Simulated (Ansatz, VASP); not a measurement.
TePt3: VASP beside Ansatz

```
Te Pt
1.0
     5.63760    0.00000    0.00000
    -2.81880    4.88231    0.00000
     0.00000    0.00000    5.11836
Te Pt
2 6
Direct
  0.33333 0.66667 0.25000
  0.66667 0.33333 0.75000
  0.83566 0.67132 0.25000
  0.16434 0.83566 0.75000
  0.32868 0.16434 0.25000
  0.16434 0.32868 0.75000
  0.83566 0.16434 0.25000
  0.67132 0.83566 0.75000
```

Alike in both runs: functional PBE; k mesh 3 × 3 × 4; occupations gaussian, width 0.1 eV; no spin polarisation.

Ansatz relaxed the structure, and its values are those at the end. VASP's run is a single point on that final structure, the one shown.

```csv
,VASP,Ansatz
version,VASP 6.6.1,Ansatz 0.2.0
potentials or method,"VASP PAW PBE potentials, release 64 (Te, Pt)","scalar-relativistic, plane waves, PAW"
plane-wave cutoff (eV),520,420
valence electrons in the cell,72,140
```

Ansatz gave:

| Item | Value |
| --- | --- |
| gap on the k mesh at the Fermi level (eV) | none |
| pressure (GPa) | 0.1 |
| rms of the force components (eV/Å) | 0.004 |

Problem. Estimate VASP's values.

Solution. gap on the k mesh at the Fermi level (eV): none; pressure (GPa): -0.2; rms of the force components (eV/Å): 0.004.

A gap of «none» marks a metal or a gap that the smearing closes. The two sets of potentials don't hold the same shells in valence.

Caveats: the k mesh is coarse (spacing up to 0.43 Å⁻¹), so the values aren't converged. The runs have no spin-orbit coupling, so splittings on Pt, Te are missing.
